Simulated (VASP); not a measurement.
# In in VASP: convergence with PREC

Crystal: In.

```xyz
2
Lattice="3.3355 0.0000 0.0000 -1.6677 2.8886 0.0000 0.0000 0.0000 5.5091" Properties=species:S:1:pos:R:3 pbc="T T T"
In    1.6836    0.9651    4.1298
In   -0.0064    1.9191    1.3842
```

This isn't the form of In at room conditions, which is tetragonal.

The cell isn't the ideal one: atoms moved at random, drawn with an rms of 0.02 Å.

```yaml
Program: VASP 6.6.1
Task: single point
Functional: LDA
Potentials_or_basis: VASP PAW LDA potentials, release 64 (In_d)
Cutoff: 520 eV
k_mesh: 7 × 7 × 4
Occupations: methfessel-paxton, width 0.1 eV
Spin: no spin polarisation
```

These are the settings of the first run; the series varies PREC, with any setting tied to it.

Hardware: 1 thread of Intel(R) Xeon(R) Platinum 8488C (Sapphire Rapids), on a shared host.

| PREC | energy less the tightest run, at zero smearing (meV/atom) | pressure (GPa) | largest force (eV/Å) | SCF cycles | CPU time (s) | peak memory (GiB) |
| --- | --- | --- | --- | --- | --- | --- |
| Low | 0.30 | -3.30 | 0.024 | 17 | 44 | 0.17 |
| Medium | 0.73 | -3.26 | 0.017 | 17 | 41 | 0.17 |
| Single | 0.11 | -3.21 | 0.020 | 17 | 110 | 0.17 |
| Normal | 0.00 | -3.22 | 0.021 | 17 | 46 | 0.18 |
| High | -0.23 | -3.22 | 0.023 | 17 | 140 | 0.18 |
| Accurate | 0.00 | -3.22 | 0.021 | 17 | 120 | 0.21 |

Against the tightest run, the energy stays within 1 meV/atom from Low on; the pressure stays within 0.1 GPa from Low on; the largest force stays within 0.005 eV/Å from Low on. The tightest run that finished is the yardstick and may itself not be fully converged.
